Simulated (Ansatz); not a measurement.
This Ansatz 0.2.0 run on Al3Cu2 needs a look.

input.yaml

```yaml
crystal:
  lattice:
    - [4.0919516368, 0.0, 0.0]
    - [-2.0459758184, 3.5437340685, 0.0]
    - [0.0, 0.0, 4.793067552]
  atoms:
    - { symbol: Cu, position: [0.6666666667, 0.3333333333, 0.16048787] }
    - { symbol: Cu, position: [0.3333333333, 0.6666666667, 0.83951213] }
    - { symbol: Al, position: [0.6666666667, 0.3333333333, 0.65007465] }
    - { symbol: Al, position: [0.3333333333, 0.6666666667, 0.34992535] }
    - { symbol: Al, position: [0.0, 0.0, 0.0] }
hamiltonian:
  xc: pbesol
  pseudopotentials: { kind: paw }
kpoints:
  mp_grid: { grid: [6, 6, 5] }
scf:
  occupations: { method: fermi_dirac, width: 0.05 }
  max_iter: 80
output:
  forces: true
  stress: true
  eigenvalues: true
relax:
  f_tol: 0.01
  max_steps: 40
magnetization:
  spin_polarized: 2.5
```

Potentials or basis: Ansatz PAW.

Command:

```bash
$ ansatz run input.yaml --threads 2 --pin off --max-ram 5632MiB --backend cpu --events-out ev --progress --plain --runs-dir out
```

Output:

```text
Error: YAML parse error: error: line 28 column 19: invalid boolean (strict mode expects true/false)
  --> <input>:28:19
   |
26 |   max_steps: 40
27 | magnetization:
28 |   spin_polarized: 2.5
   |                   ^ invalid boolean (strict mode expects true/false)
```

Q: Diagnose the run.

A: The program refused the input. The input holds a flaw that was put in on purpose: a value of the wrong type (magnetization.spin_polarized = 2.5).
